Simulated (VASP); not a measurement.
A calculation with VASP 6.6.1 of BeS (ASE script, structure typed inline):

Contents of run.py:

```python
from ase import Atoms
from ase.calculators.vasp import Vasp
from ase.dft.bandgap import bandgap

atoms = Atoms(
    ['S', 'Be'],
    cell=[[0.0, 2.425, 2.425], [2.425, 0.0, 2.425], [2.425, 2.425, 0.0]],
    scaled_positions=[[0.75, 0.75, 0.75], [0.0, 0.0, 0.0]],
    pbc=True,
)
calc = Vasp(
    directory='calc',
    xc='rpbe',
    pp='PBE',
    setups='materialsproject',
    prec='Accurate',
    encut=520,
    ediff=1e-07,
    ismear=0,
    sigma=0.02,
    lreal=False,
    lasph=True,
    nelm=80,
    algo='Fast',
    isif=2,
    lwave=False,
    lcharg=False,
    kpts=[9, 9, 9],
    gamma=True,
)
atoms.calc = calc

print('energy (eV):', atoms.get_potential_energy())
print('free energy (eV):', atoms.get_potential_energy(force_consistent=True))
print('forces (eV/A):')
print(atoms.get_forces())
print('stress (eV/A^3, Voigt):', atoms.get_stress())
print('Fermi level (eV):', calc.get_fermi_level())
gap, top, bottom = bandgap(calc)
print('band gap (eV):', gap, 'from (spin, k, band)', top, 'to', bottom)
```

Potentials or basis: VASP PAW PBE potentials, release 64 (S, Be_sv).

Run with:

```sh
$ python run.py
```

**Question.** Write the same calculation in another form: native input, structure from a POSCAR.

**Answer.** As run:

The input INCAR:

```
SYSTEM = BeS
ALGO = Normal ; EDIFF = 1E-6
ENCUT = 520 ; GGA = RP
ISIF = 2 ; ISMEAR = 0
LASPH = .TRUE. ; LCHARG = .TRUE.
LELF = .TRUE. ; LREAL = .FALSE.
LVHAR = .TRUE. ; LWAVE = .FALSE.
NELM = 100 ; PREC = Accurate
SIGMA = 0.02
```

File KPOINTS:

```
k-points
0
G
  9 9 9
  0 0 0
```

The input POSCAR:

```
BeS
1.0
    0.0000000000      2.4250000000      2.4250000000
    2.4250000000      0.0000000000      2.4250000000
    2.4250000000      2.4250000000      0.0000000000
S Be
1 1
Direct
    0.7500000000      0.7500000000      0.7500000000
    0.0000000000      0.0000000000      0.0000000000
```

Potentials or basis: VASP PAW PBE potentials, release 64 (S, Be_sv).

Launch:

```console
$ cat potpaw_PBE.64/S/POTCAR potpaw_PBE.64/Be_sv/POTCAR > POTCAR
$ mpirun -np 1 vasp_std > vasp.out
```

Both were run:

|  | ASE script, structure typed inline | native input, structure from a POSCAR |
| --- | --- | --- |
| Pressure | 3.9 GPa | 3.9 GPa |
| Band gap on the k mesh | 3.31 eV, indirect (least direct gap 5.72 eV) | 3.31 eV, indirect (least direct gap 5.72 eV) |

Keys that steer only the numerical path or the files written may differ.

Caveat: the PAW data sets were made with another functional, which shifts forces and pressure a little; an odd mesh through Γ misses points on the zone boundary, where band edges often lie.
